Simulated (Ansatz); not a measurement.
An input for Ansatz 0.2.0 (HgTe):

File input.yaml:

```yaml
crystal:
  lattice:
    - [-3.045603, 3.045603, 1.55941]
    - [3.045603, -3.045603, 1.55941]
    - [3.045603, 3.045603, -1.55941]
  atoms:
    - { symbol: Hg, position: [0.75, 0.25, 0.5] }
    - { symbol: Te, position: [0.0, 0.0, 0.0] }
kpoints:
  mp_grid: { grid: [5, 5, 5] }
scf:
  occupations: { method: fermi_dirac, width: 0.05 }
hamiltonian:
  xc: { preset: hse06, exx: { coeff: 0.25, omega: 0.1 } }
  pseudopotentials: { kind: all_electron, datasets: crystal }
output:
  forces: true
  stress: true
  eigenvalues: true
```

Potentials or basis: all-electron PAW datasets made for the crystal.

The run is started by

```bash
$ ansatz run input.yaml --threads 1 --pin off --max-ram 3072MiB --backend cpu --events-out ev --progress --plain --runs-dir out
```

Q: What does the program do with it?

A: The run stopped without a result. It printed:

Output:

```text
Error: hamiltonian.pseudopotentials.datasets: crystal, beside a feature not held to (output.eigenvalues: true / output.band_residual_tolerance) — the datasets of this kind: all_electron run are made for its crystal, and no such run has been held to what stands beside, or a reason given rules it out; change each as told or leave it out, or set another kind (and leave the keys of all_electron out)
```
